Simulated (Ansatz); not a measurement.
The system is Bi.

```
Bi
1.0
     2.26750    1.30914    3.93800
    -2.26750    1.30914    3.93800
     0.00000   -2.61828    3.93800
Bi
2
Direct
  0.76600 0.76600 0.76600
  0.23400 0.23400 0.23400
```

Base run:

* Program: Ansatz 0.2.0
* Functional: PBE
* Potentials or basis: all-electron PAW datasets made for the crystal
* Cutoff: 260 eV
* Density cutoff: 1040 eV
* k mesh: 7 × 7 × 7
* Occupations: fermi-dirac, width 0.05 eV
* Spin: no spin polarisation

Its results: band gap on the k mesh 0.26 eV, indirect (least direct gap 0.53 eV); pressure 2.1 GPa; largest force 0.201 eV/Å.

Question: The run is repeated on the same cell with these changes: k mesh from 7 × 7 × 7 to 4 × 4 × 4. What comes out?

Answer: Band gap on the k mesh none (metal or under the smearing width); pressure 2.0 GPa; largest force 0.028 eV/Å.

Caveats: some runs use coarse meshes; the program warned that the printed levels may be off, so bands, gaps and densities of states are rough (some runs); spin-orbit coupling is left out, which as a rule narrows the gap of such compounds by several tenths of an eV (some runs); an odd mesh through Γ misses points on the zone boundary, where band edges often lie (some runs); the k mesh is thin for a metal, which can move the energy by tens of meV per atom (some runs); spin-orbit coupling is left out, which moves the levels of the heavy elements (some runs).

Not every run made on this cell is shown here.
